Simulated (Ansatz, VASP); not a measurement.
## NaH in VASP and in Ansatz

File INCAR:

```
SYSTEM = NaH
  PREC = Accurate
  ENCUT = 520
  EDIFF = 1E-6
  ISMEAR = -1
  SIGMA = 0.03
  LREAL = .FALSE.
  LASPH = .TRUE.
  NELM = 60
  ALGO = Normal
  ISIF = 2
  LWAVE = .FALSE.
  LCHARG = .FALSE.
  GGA = PS
  NBANDS = 11
```

File KPOINTS:

```
Automatic mesh
0
G
  9 9 9
  0 0 0
```

The input POSCAR:

```
NaH
1.0
    0.0488000000      2.4644000000      2.4644000000
    2.4644000000      0.0488000000      2.4644000000
    2.4644000000      2.4644000000      0.0488000000
Na H
1 1
Direct
    0.0000000000      0.0000000000      0.0000000000
    0.5000000000      0.5000000000      0.5000000000
```

Input for Ansatz:

```yaml
crystal:
  lattice:
    - [0.0488, 2.4644, 2.4644]
    - [2.4644, 0.0488, 2.4644]
    - [2.4644, 2.4644, 0.0488]
  atoms:
    - { symbol: Na, position: [0.0, 0.0, 0.0] }
    - { symbol: H, position: [0.5, 0.5, 0.5] }
kpoints:
  mp_grid: { grid: [9, 9, 9] }
  band_path:
    path:
      - [0.0, 0.0, 0.0]
      - [0.5, 0.5, 0.5]
      - [0.2451701269, 0.5, 0.7548298731]
      - [-0.2451701269, 0.2451701269, 0.5]
      - [0.0, 0.0, 0.5]
      - [0.0, 0.0, 0.0]
      - [-0.3725850634, 0.0, 0.3725850634]
      - [0.0, 0.3725850634, 0.6274149366]
      - [0.0, 0.5, 0.5]
    npoints: 5
scf:
  occupations: { method: fermi_dirac, width: 0.03 }
hamiltonian:
  xc: pbesol
  pseudopotentials: { kind: all_electron, lapw: { basis_error: 0.001 } }
output:
  forces: true
  stress: true
  eigenvalues: true
```

Change from the starting cell: equal xy, yz and zx shear strains of +2 %.

Alike in both runs: task single point; functional PBEsol; k mesh 9 × 9 × 9; occupations fermi-dirac, width 0.03 eV; no spin polarisation.

```csv
,VASP,Ansatz
version,VASP 6.6.1,Ansatz 0.2.0
potentials or method,"VASP PAW PBE potentials, release 64 (Na_pv, H)","all-electron LAPW, scalar-relativistic"
plane-wave cutoff (eV),520,see its input
```

```tsv
	VASP	Ansatz	Ansatz less VASP
gap on the k mesh at the Fermi level (eV)	3.63	3.63	+0.003
pressure (GPa)	-1.2	-1.2	+0.01
largest component of the traceless stress (GPa)	0.45	0.45	-0.001
```

Ansatz ran all-electron here, so the differences hold the error of VASP's frozen core and of both bases.

Caveats: the PAW data sets were made with another functional, which shifts forces and pressure a little (VASP); an odd mesh through Γ misses points on the zone boundary, where band edges often lie.
